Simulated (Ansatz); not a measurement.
# Ta: the cost of one run

Computed with Ansatz 0.2.0 (reference: DFT r2SCAN, plane waves, PAW, scalar-relativistic, no spin polarisation, unless a step's input says otherwise).

## Step 1: The structure to begin with

The structure is cubic, space group Im-3m (No. 229). Conventional cell: a = 3.383 Å, b = 3.383 Å, c = 3.383 Å, α = 90.00°, β = 90.00°, γ = 90.00°. Ta (site symmetry m-3m) is surrounded by 8 Ta at 2.93 Å.

Coordinates:

```
CELL_PARAMETERS angstrom
-1.69168 1.69168 1.69168
1.69168 -1.69168 1.69168
1.69168 1.69168 -1.69168
ATOMIC_POSITIONS crystal
Ta 0.00000 0.00000 0.00000
```

## Step 2: The reference run

input.yaml

```yaml
crystal:
  lattice:
    - [-1.691678, 1.691678, 1.691678]
    - [1.691678, -1.691678, 1.691678]
    - [1.691678, 1.691678, -1.691678]
  atoms:
    - { symbol: Ta, position: [0.0, 0.0, 0.0] }
  symmetry: { tolerance: 0.0003 }
kpoints:
  mp_grid: { grid: [7, 7, 7], shift: [0, 0, 0] }
magnetization:
  spin_polarized: false
scf:
  occupations: { method: fermi_dirac }
hamiltonian:
  pseudopotentials: { kind: paw }
  xc: r2scan
basis:
  ecutwfc: 500
output:
  forces: true
  stress: true
  eigenvalues: true
```

On the command line:

```bash
$ ansatz run input.yaml --threads 1 --pin off --max-ram 2560MiB --backend cpu --events-out ev --progress --plain --runs-dir out
```

What time and memory should one allow on 1 thread of Intel Xeon Platinum 8259CL at 2.50GHz (Skylake/Cascade Lake), shared host?

About 1.4 s, with a peak of 0.38 GiB.
